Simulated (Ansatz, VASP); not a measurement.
**Ru: VASP beside Ansatz**

File INCAR:

```
SYSTEM = Ru
PREC = Accurate
ENCUT = 520
EDIFF = 1E-6
ISMEAR = -1
SIGMA = 0.05
LREAL = .False.
LASPH = .True.
NELM = 150
ALGO = Normal
ISIF = 2
LWAVE = .False.
LCHARG = .False.
LNONCOLLINEAR = .True.
MAGMOM = 0 0 0 0 0 0
LORBIT = 11
LSORBIT = .True.
GGA_COMPAT = .False.
LORBMOM = .True.
LMAXMIX = 4
NBANDS = 40
```

KPOINTS

```
regular mesh
0
Gamma
  8 8 5
  0 0 0
```

The input POSCAR:

```
Ru
1.0
    2.7058000000      0.0000000000      0.0000000000
   -1.3529000000      2.3432915376      0.0000000000
    0.0000000000      0.0000000000      4.2819000000
Ru
2
Direct
    0.6666666667      0.3333333333      0.7500000000
    0.3333333333      0.6666666667      0.2500000000
```

The input input.yaml:

```yaml
crystal:
  lattice:
    - [2.7058, 0.0, 0.0]
    - [-1.3529, 2.3432915376, 0.0]
    - [0.0, 0.0, 4.2819]
  atoms:
    - { symbol: Ru, position: [0.6666666667, 0.3333333333, 0.75] }
    - { symbol: Ru, position: [0.3333333333, 0.6666666667, 0.25] }
kpoints:
  mp_grid: { grid: [8, 8, 5] }
  band_path:
    path:
      - [0.0, 0.0, 0.0]
      - [0.5, 0.0, 0.0]
      - [0.3333333333, 0.3333333333, 0.0]
      - [0.0, 0.0, 0.0]
      - [0.0, 0.0, 0.5]
      - [0.5, 0.0, 0.5]
      - [0.3333333333, 0.3333333333, 0.5]
      - [0.0, 0.0, 0.5]
    npoints: 12
scf:
  occupations: { method: fermi_dirac, width: 0.05 }
hamiltonian:
  xc: lda
  pseudopotentials: { kind: all_electron, lapw: { basis_error: 0.001 } }
magnetization:
  noncollinear: true
  spin_orbit: true
output:
  forces: true
  stress: true
  eigenvalues: true
```

Alike in both runs: functional LDA; k mesh 8 × 8 × 5; occupations fermi-dirac, width 0.05 eV; non-collinear spin, spin-orbit coupling.

|  | VASP | Ansatz |
| --- | --- | --- |
| version | VASP 6.6.1 | Ansatz 0.2.0 |
| potentials or method | VASP PAW LDA potentials, release 64 (Ru_pv) | all-electron LAPW, relativistic spinors |
| plane-wave cutoff (eV) | 520 | see its input |
| task | single point | band structure |

```tsv
	VASP	Ansatz	Ansatz less VASP
gap on the k mesh at the Fermi level (eV)	none	none	-
pressure (GPa)	-11.6	-12.5	-0.93
largest component of the traceless stress (GPa)	1.00	1.03	+0.029
net moment per atom (μB)	0.00	0.00	0.000
```

A gap of «none» marks a metal or a gap that the smearing closes. Ansatz ran all-electron here, so the differences hold the error of VASP's frozen core and of both bases.

Caveats: the k mesh is thin for a metal, which can move the energy by tens of meV per atom (Ansatz).
